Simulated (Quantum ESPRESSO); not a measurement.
# NiO (Fm-3m) in Quantum ESPRESSO: a series of runs

Aim: see how the results for NiO move with the level of theory and the settings. Levels: PBE, PBEsol. Tasks: energy-loss spectrum.

All numbers are computed with Quantum ESPRESSO 7.5; they aren't measurements. Logs are shortened: lines on timing, memory, paths and dates and some standing lists are left out, and cuts for length are marked.

**1. The structure**

The structure is cubic, space group Fm-3m (No. 225). Conventional cell: a = 4.172 Å, b = 4.172 Å, c = 4.172 Å, α = 90.00°, β = 90.00°, γ = 90.00°. Ni (site symmetry m-3m) is surrounded by 6 O at 2.09 Å. O (site symmetry m-3m) is surrounded by 6 Ni at 2.09 Å.

**2. Energy-loss spectrum, PBE (volume scaled by 0.96)**

Contents of pw.in:

```
&CONTROL
  calculation = 'scf'
  prefix = 'pwscf'
  outdir = './tmp'
  pseudo_dir = './pseudo'
  tprnfor = .true.
  tstress = .true.
  disk_io = 'low'
/
&SYSTEM
  ibrav = 0
  celldm(1) = 8
  nat = 2
  ntyp = 2
  ecutwfc = 88
  nbnd = 19
  occupations = 'smearing'
  smearing = 'fd'
  degauss = 0.00367493
/
&ELECTRONS
  conv_thr = 4d-10
  electron_maxstep = 120
  mixing_beta = 0.5
/
ATOMIC_SPECIES
Ni    58.6934 Ni_ONCV_PBE-1.2.upf
O     15.9990 O_ONCV_PBE-1.2.upf
CELL_PARAMETERS alat
  0.0000000000000   0.4860636198998   0.4860636198998
  0.4860636198998   0.0000000000000   0.4860636198998
  0.4860636198998   0.4860636198998   0.0000000000000
ATOMIC_POSITIONS crystal
Ni     0.0000000000    0.0000000000    0.0000000000
O      0.5000000000    0.5000000000    0.5000000000
K_POINTS automatic
6 6 6 1 1 1
```

Contents of scf2.in:

```
&CONTROL
  calculation = 'scf'
  prefix = 'pwscf'
  outdir = './tmp'
  pseudo_dir = './pseudo'
  tprnfor = .true.
  tstress = .true.
  disk_io = 'low'
/
&SYSTEM
  ibrav = 0
  celldm(1) = 8
  nat = 2
  ntyp = 2
  ecutwfc = 88
  nbnd = 19
  occupations = 'smearing'
  smearing = 'fd'
  degauss = 0.00367493
/
&ELECTRONS
  conv_thr = 1d-11
  electron_maxstep = 120
  mixing_beta = 0.5
  startingpot = 'file'
  startingwfc = 'file'
/
ATOMIC_SPECIES
Ni    58.6934 Ni_ONCV_PBE-1.2.upf
O     15.9990 O_ONCV_PBE-1.2.upf
CELL_PARAMETERS alat
  0.0000000000000   0.4860636198998   0.4860636198998
  0.4860636198998   0.0000000000000   0.4860636198998
  0.4860636198998   0.4860636198998   0.0000000000000
ATOMIC_POSITIONS crystal
Ni     0.0000000000    0.0000000000    0.0000000000
O      0.5000000000    0.5000000000    0.5000000000
K_POINTS automatic
6 6 6 1 1 1
```

Contents of eels.in:

```
&LR_INPUT
  prefix = 'pwscf'
  outdir = './tmp'
  restart_step = 5000
  restart = .false.
/
&LR_CONTROL
  calculator = 'lanczos'
  approximation = 'TDDFT'
  q1 = 0.1556003665
  q2 = 0.1556003665
  q3 = 0.1556003665
  itermax = 400
/
```

Contents of spectrum.in:

```
&LR_INPUT
  prefix = 'pwscf'
  outdir = './tmp'
  eels = .true.
  itermax0 = 400
  itermax = 20000
  extrapolation = 'osc'
  epsil = 0.05
  units = 1
  start = 0
  end = 40
  increment = 0.2
/
```

Contents of spectrum_short.in:

```
&LR_INPUT
  prefix = 'pwscf'
  outdir = './tmp'
  eels = .true.
  itermax0 = 266
  itermax = 20000
  extrapolation = 'osc'
  epsil = 0.05
  units = 1
  start = 0
  end = 40
  increment = 0.2
/
```

Potentials or basis: SG15 PBE 1.2.

Launch:

```
OMP_NUM_THREADS=1 pw.x -in pw.in > pw.out
OMP_NUM_THREADS=1 pw.x -in scf2.in > scf2.out
OMP_NUM_THREADS=1 turbo_eels.x -in eels.in > eels.out
OMP_NUM_THREADS=1 turbo_spectrum.x -in spectrum.in > spectrum.out
OMP_NUM_THREADS=1 turbo_spectrum.x -in spectrum_short.in > spectrum_short.out
```

pw.out:

```text
This program is part of the open-source Quantum ESPRESSO suite
     for quantum simulation of materials; please cite
[... 9 lines left out ...]
     --------------------
     sticks:   dense  smooth     PW     G-vecs:    dense   smooth      PW
     Sum         745     745    235                13323    13323    2277

     Using Slab Decomposition

     bravais-lattice index     =            0
     lattice parameter (alat)  =       8.0000  a.u.
     unit-cell volume          =     117.5924 (a.u.)^3
     number of atoms/cell      =            2
     number of atomic types    =            2
     number of electrons       =        24.00
     number of Kohn-Sham states=           19
     kinetic-energy cutoff     =      88.0000  Ry
     charge density cutoff     =     352.0000  Ry
     scf convergence threshold =      4.0E-10
     mixing beta               =       0.5000
     number of iterations used =            8  plain     mixing
     Exchange-correlation= PBE
                           (   1   4   3   4   0   0   0)

     celldm(1)=   8.000000  celldm(2)=   0.000000  celldm(3)=   0.000000
     celldm(4)=   0.000000  celldm(5)=   0.000000  celldm(6)=   0.000000

     crystal axes: (cart. coord. in units of alat)
               a(1) = (   0.000000   0.486064   0.486064 )
               a(2) = (   0.486064   0.000000   0.486064 )
               a(3) = (   0.486064   0.486064   0.000000 )

     reciprocal axes: (cart. coord. in units 2 pi/alat)
               b(1) = ( -1.028672  1.028672  1.028672 )
               b(2) = (  1.028672 -1.028672  1.028672 )
               b(3) = (  1.028672  1.028672 -1.028672 )

     PseudoPot. # 1 for Ni read from file:
     Ni_ONCV_PBE-1.2.upf
     Pseudo is Norm-conserving, Zval = 18.0
     Generated using ONCVPSP code by D. R. Hamann
     Using radial grid of  602 points,  6 beta functions with:
                l(1) =   0
                l(2) =   0
                l(3) =   1
                l(4) =   1
                l(5) =   2
                l(6) =   2

     PseudoPot. # 2 for O  read from file:
     O_ONCV_PBE-1.2.upf
     Pseudo is Norm-conserving, Zval =  6.0
     Generated using ONCVPSP code by D. R. Hamann
     Using radial grid of  602 points,  4 beta functions with:
                l(1) =   0
                l(2) =   0
                l(3) =   1
                l(4) =   1

     atomic species   valence    mass     pseudopotential
     Ni               18.00    58.69340     Ni( 1.00)
     O                 6.00    15.99900     O ( 1.00)

     48 Sym. Ops., with inversion, found

   Cartesian axes

     site n.     atom                  positions (alat units)
         1        Ni     tau(   1) = (   0.0000000   0.0000000   0.0000000  )
         2        O      tau(   2) = (   0.4860636   0.4860636   0.4860636  )

     number of k points=    28  Fermi-Dirac smearing, width (Ry)=  0.0037
                       cart. coord. in units 2pi/alat
        k(    1) = (   0.0857227   0.0857227   0.0857227), wk =   0.0185185
        k(    2) = (   0.2571680   0.2571680  -0.0857227), wk =   0.0555556
        k(    3) = (   0.4286133   0.4286133  -0.2571680), wk =   0.0555556
        k(    4) = (  -0.4286133  -0.4286133   0.6000586), wk =   0.0555556
        k(    5) = (  -0.2571680  -0.2571680   0.4286133), wk =   0.0555556
        k(    6) = (  -0.0857227  -0.0857227   0.2571680), wk =   0.0555556
[... 20 lines left out ...]
        k(   27) = (   0.4286133   0.4286133   0.4286133), wk =   0.0185185
        k(   28) = (  -0.4286133  -0.4286133   1.2858399), wk =   0.0555556

     Dense  grid:    13323 G-vectors     FFT dimensions: (  36,  36,  36)

     Initial potential from superposition of free atoms

     starting charge      23.9676, renormalised to      24.0000
     Starting wfcs are random

     Self-consistent Calculation

     iteration #  1     ecut=    88.00 Ry     beta= 0.50
     Davidson diagonalization with overlap
     ethr =  1.00E-02,  avg # of iterations =  8.9

     Threshold (ethr) on eigenvalues was too large:
     Diagonalizing with lowered threshold

     Davidson diagonalization with overlap
     ethr =  4.76E-04,  avg # of iterations =  2.1

     total energy              =    -340.15507107 Ry
     estimated scf accuracy    <       0.11601335 Ry

     iteration #  2     ecut=    88.00 Ry     beta= 0.50
     Davidson diagonalization with overlap
     ethr =  4.83E-04,  avg # of iterations =  2.0

     total energy              =    -340.16049200 Ry
     estimated scf accuracy    <       0.07903276 Ry

     iteration #  3     ecut=    88.00 Ry     beta= 0.50
     Davidson diagonalization with overlap
     ethr =  3.29E-04,  avg # of iterations =  1.2

     total energy              =    -340.17790366 Ry
     estimated scf accuracy    <       0.01653644 Ry
[... 40 lines left out ...]
     total energy              =    -340.17977799 Ry
     estimated scf accuracy    <          7.4E-10 Ry

     iteration # 10     ecut=    88.00 Ry     beta= 0.50
     Davidson diagonalization with overlap
     ethr =  3.09E-12,  avg # of iterations =  1.8

     total energy              =    -340.17977799 Ry
     estimated scf accuracy    <          6.1E-10 Ry

     iteration # 11     ecut=    88.00 Ry     beta= 0.50
     Davidson diagonalization with overlap
     ethr =  2.54E-12,  avg # of iterations =  2.0

     End of self-consistent calculation

          k = 0.0857 0.0857 0.0857 (  1648 PWs)   bands (ev):

   -86.7136 -47.1251 -47.1228 -47.1228  -4.3158  12.5266  12.7638  12.7638
    14.5268  14.5268  14.6278  15.0841  15.0841  18.8840  33.0492  35.6916
    35.6916  36.7987  39.1988

          k = 0.2572 0.2572-0.0857 (  1633 PWs)   bands (ev):

   -86.7125 -47.1361 -47.1264 -47.1237  -3.9100  10.6729  11.6891  12.0373
    14.6828  14.8440  15.0707  15.5960  16.5033  20.6406  30.2475  32.8685
    34.8669  37.1842  38.4958

          k = 0.4286 0.4286-0.2572 (  1638 PWs)   bands (ev):

   -86.7108 -47.1542 -47.1293 -47.1265  -3.2010   8.6790  10.8758  10.9695
    15.1029  15.1818  15.5312  16.8349  17.5424  22.4372  27.4629  31.0077
    32.0390  39.1807  39.8063

          k =-0.4286-0.4286 0.6001 (  1642 PWs)   bands (ev):

   -86.7102 -47.1605 -47.1293 -47.1284  -2.9216   8.0393  10.6169  10.7327
    15.2495  15.3483  15.7040  17.4866  17.5393  22.7425  26.8922  30.4701
    31.2905  39.3974  41.3535

          k =-0.2572-0.2572 0.4286 (  1641 PWs)   bands (ev):

   -86.7113 -47.1486 -47.1274 -47.1267  -3.4334   9.2578  11.0832  11.3233
    14.8207  15.1517  15.3982  16.5885  17.0867  22.0240  28.1549  31.7506
    32.5729  37.8154  39.7961

          k =-0.0857-0.0857 0.2572 (  1639 PWs)   bands (ev):

   -86.7130 -47.1303 -47.1246 -47.1241  -4.1059  11.2856  12.3377  12.4397
    14.4226  14.7609  14.9667  15.2653  15.8355  19.9584  31.5514  34.4573
    34.5356  36.2426  38.9548

          k = 0.4286 0.0857 0.0857 (  1641 PWs)   bands (ev):

   -86.7120 -47.1379 -47.1279 -47.1275  -3.7492  10.0852  11.9643  12.0933
    14.2129  14.9458  15.3699  15.5410  16.2055  21.5748  30.3227  31.6512
    33.6836  34.7026  42.1967

          k = 0.6001 0.2572-0.0857 (  1641 PWs)   bands (ev):

   -86.7106 -47.1491 -47.1339 -47.1298  -3.2315   9.1771  11.0946  11.3654
    14.4685  15.2763  15.6095  15.8733  16.8441  23.2967  28.1982  29.2030
    32.8750  35.8250  43.4698

          k =-0.2572-0.6001 0.7715 (  1641 PWs)   bands (ev):

   -86.7097 -47.1560 -47.1378 -47.1313  -2.8496   8.6868  10.3306  10.8369
    15.0107  15.3542  15.6498  16.5278  17.0598  24.6032  26.3935  28.6057
    31.9114  38.2985  41.3140

          k =-0.0857-0.4286 0.6001 (  1636 PWs)   bands (ev):

   -86.7102 -47.1518 -47.1376 -47.1288  -3.0436   8.9068  10.6791  10.8597
    14.9745  15.3035  15.6117  15.9986  17.4384  23.8988  27.4530  28.5462
    32.3462  38.1500  41.2390

          k = 0.0857-0.2572 0.4286 (  1635 PWs)   bands (ev):

   -86.7116 -47.1430 -47.1297 -47.1258  -3.5822   9.7442  11.3413  11.6301
    14.6166  15.0872  15.3835  15.7829  16.9240  21.9207  29.1575  30.9908
    33.5347  36.4574  40.9095

          k = 0.7715 0.0857 0.0857 (  1647 PWs)   bands (ev):

   -86.7098 -47.1532 -47.1358 -47.1348  -3.0450   9.1187  11.5276  11.7386
    13.7851  15.2082  15.6624  15.6887  16.0671  23.5974  27.5626  29.1472
    33.4565  33.9887  46.0898

          k =-0.0857-0.7715 0.9429 (  1644 PWs)   bands (ev):

   -86.7092 -47.1547 -47.1410 -47.1362  -2.8292   9.3226  10.7019  11.1989
    14.2901  15.5027  15.6349  15.6748  16.0862  24.3053  27.2478  28.1898
    32.5788  35.4879  43.9584

          k = 0.0857-0.6001 0.7715 (  1638 PWs)   bands (ev):

   -86.7094 -47.1516 -47.1448 -47.1327  -2.7985   9.2066  10.0040  10.8363
    14.9994  15.3236  15.6464  15.9937  16.9029  25.8288  26.0558  27.6410
    32.0911  37.8927  40.7128

          k = 0.2572-0.4286 0.6001 (  1638 PWs)   bands (ev):

   -86.7102 -47.1569 -47.1325 -47.1287  -2.9835   8.4440  10.6082  10.8464
    15.0664  15.3366  15.6447  16.7998  17.4701  23.3522  26.9375  29.7205
    31.7789  39.0360  41.3630

          k =-0.9429 0.0857 0.0857 (  1643 PWs)   bands (ev):

   -86.7092 -47.1571 -47.1381 -47.1367  -2.8818   9.1711  11.4461  11.7013
    13.6794  15.2886  15.6186  15.6334  15.7990  23.5243  27.3229  28.9053
    33.6392  33.9996  46.3764

          k =-0.7715 0.2572-0.0857 (  1645 PWs)   bands (ev):

   -86.7097 -47.1531 -47.1380 -47.1339  -2.9638   9.1122  10.8749  11.2482
    14.3499  15.4051  15.6589  15.8236  16.4521  24.1706  27.2906  28.4900
    32.6781  35.5459  43.9298

          k =-0.6001 0.0857 0.0857 (  1643 PWs)   bands (ev):

   -86.7108 -47.1462 -47.1319 -47.1316  -3.3568   9.3506  11.6919  11.8558
    13.9780  15.0890  15.6111  15.6968  16.2622  22.9861  28.8716  29.6973
    33.3682  34.1304  44.7762

          k = 0.2572 0.2572 0.2572 (  1642 PWs)   bands (ev):

   -86.7121 -47.1421 -47.1251 -47.1251  -3.7296  10.0366  11.5233  11.5233
    14.8900  14.8900  15.1080  16.5488  16.5488  21.0712  29.0994  33.4504
    33.4504  37.6638  39.4059

          k = 0.4286 0.4286 0.0857 (  1637 PWs)   bands (ev):

   -86.7110 -47.1483 -47.1333 -47.1260  -3.3127   9.1985  10.9641  11.1161
    14.9583  15.1705  15.4970  15.9342  17.5152  22.7181  28.2115  29.7677
    32.8999  38.1019  40.9048

          k =-0.4286-0.4286 0.9429 (  1636 PWs)   bands (ev):
[... 17 lines left out ...]
          k =-0.2572-0.6001 1.1144 (  1643 PWs)   bands (ev):

   -86.7095 -47.1524 -47.1417 -47.1329  -2.8584   9.0885  10.3853  10.7891
    14.9360  15.3196  15.6472  15.9374  16.9038  25.0900  26.7406  27.9688
    31.8361  37.9200  40.8358

          k =-0.0857-0.4286 0.9429 (  1638 PWs)   bands (ev):

   -86.7092 -47.1508 -47.1451 -47.1362  -2.7755   9.5807  10.1300  10.6747
    14.9225  15.3358  15.6334  15.7214  16.4683  25.4566  27.0453  27.6497
    31.2305  37.8633  40.7511

          k =-1.1144 0.2572 0.2572 (  1644 PWs)   bands (ev):

   -86.7092 -47.1530 -47.1441 -47.1339  -2.8030   9.3857  10.0446  11.1307
    14.5649  15.4771  15.6543  15.9856  16.4111  24.8838  26.8669  27.6579
    32.9228  35.8161  43.0966

          k = 0.4286 0.4286 0.4286 (  1646 PWs)   bands (ev):

   -86.7105 -47.1591 -47.1274 -47.1274  -3.0417   8.1647  10.7764  10.7764
    15.2708  15.2708  15.6301  17.5629  17.5629  22.2572  27.1220  31.3694
    31.3694  38.4090  42.0214

          k =-0.4286-0.4286 1.2858 (  1636 PWs)   bands (ev):

   -86.7099 -47.1580 -47.1347 -47.1293  -2.8795   8.3663  10.4656  10.7519
    15.2012  15.3157  15.6444  16.7830  17.4821  23.8008  26.6433  29.1791
    31.7500  39.6039  41.4529

     the Fermi energy is    16.4359 ev

!    total energy              =    -340.17977799 Ry
     estimated scf accuracy    <          2.4E-11 Ry
     smearing contrib. (-TS)   =      -0.00137186 Ry
     internal energy E=F+TS    =    -340.17840614 Ry

     The total energy is F=E-TS. E is the sum of the following terms:
     one-electron contribution =    -149.00857642 Ry
     hartree contribution      =      88.63675507 Ry
     xc contribution           =     -37.30583840 Ry
     ewald contribution        =    -242.50074638 Ry

     convergence has been achieved in  11 iterations

     Forces acting on atoms (cartesian axes, Ry/au):

     atom    1 type  1   force =    -0.00000000    0.00000000    0.00000000
     atom    2 type  2   force =     0.00000000   -0.00000000   -0.00000000

     Total force =     0.000000     Total SCF correction =     0.000000

     Computing stress (Cartesian axis) and pressure

          total   stress  (Ry/bohr**3)                   (kbar)     P=       72.27
   0.00049129  -0.00000000  -0.00000000           72.27       -0.00       -0.00
  -0.00000000   0.00049129  -0.00000000           -0.00       72.27       -0.00
  -0.00000000  -0.00000000   0.00049129           -0.00       -0.00       72.27

=------------------------------------------------------------------------------=
   JOB DONE.
=------------------------------------------------------------------------------=
```

It took 34 min on 1 thread of AMD EPYC 7R43 (Zen 3), shared host; peak memory 0.97 GiB.

Results:

```yaml
Free_energy: -4628.3817 eV
Pressure: 7.2 GPa
Band_gap_on_the_k_mesh: none (metal or under the smearing width)
Peak_of_the_energy-loss_function: 24.0 eV
```

Levels at points of the mesh, in eV from the Fermi level:
```tsv
k point	band 10	band 11	band 12	band 13	band 14	band 15
(0.08, 0.08, 0.08)	-1.91	-1.81	-1.35	-1.35	2.45	16.61
```

Energy-loss function at q = [0.23094, 0.23094, 0.23094] (Å⁻¹, cartesian):
```json
{"energy (eV)": "0.0", "loss": "0.000"}
{"energy (eV)": "1.8", "loss": "0.020"}
{"energy (eV)": "3.4", "loss": "0.082"}
{"energy (eV)": "5.2", "loss": "0.159"}
{"energy (eV)": "7.0", "loss": "0.223"}
{"energy (eV)": "8.6", "loss": "0.272"}
{"energy (eV)": "10.4", "loss": "0.319"}
{"energy (eV)": "12.2", "loss": "0.358"}
{"energy (eV)": "13.8", "loss": "0.391"}
{"energy (eV)": "15.6", "loss": "0.432"}
{"energy (eV)": "17.4", "loss": "0.489"}
{"energy (eV)": "19.0", "loss": "0.565"}
{"energy (eV)": "20.8", "loss": "0.688"}
{"energy (eV)": "22.4", "loss": "0.800"}
{"energy (eV)": "24.2", "loss": "0.843"}
{"energy (eV)": "26.0", "loss": "0.787"}
{"energy (eV)": "27.6", "loss": "0.725"}
{"energy (eV)": "29.4", "loss": "0.689"}
{"energy (eV)": "31.2", "loss": "0.692"}
{"energy (eV)": "32.8", "loss": "0.713"}
{"energy (eV)": "34.6", "loss": "0.723"}
{"energy (eV)": "36.4", "loss": "0.690"}
{"energy (eV)": "38.0", "loss": "0.632"}
{"energy (eV)": "39.8", "loss": "0.572"}
```

Caveat: the k mesh is coarse (spacing up to 0.44 Å⁻¹), so the values aren't converged; the wave vector is under the mesh spacing, so the intraband response is poorly sampled; the Lanczos chain is short for so many electrons, so humps in the spectrum may be artefacts; the run has no spin polarisation, though such a crystal can be magnetic; semilocal functionals often make such compounds metallic where correlation or magnetic order opens a gap, which also shifts bond lengths. Spin polarisation is off, so any magnetic state and its effect on volume and gap are missing.

[end of part 1 of 2]
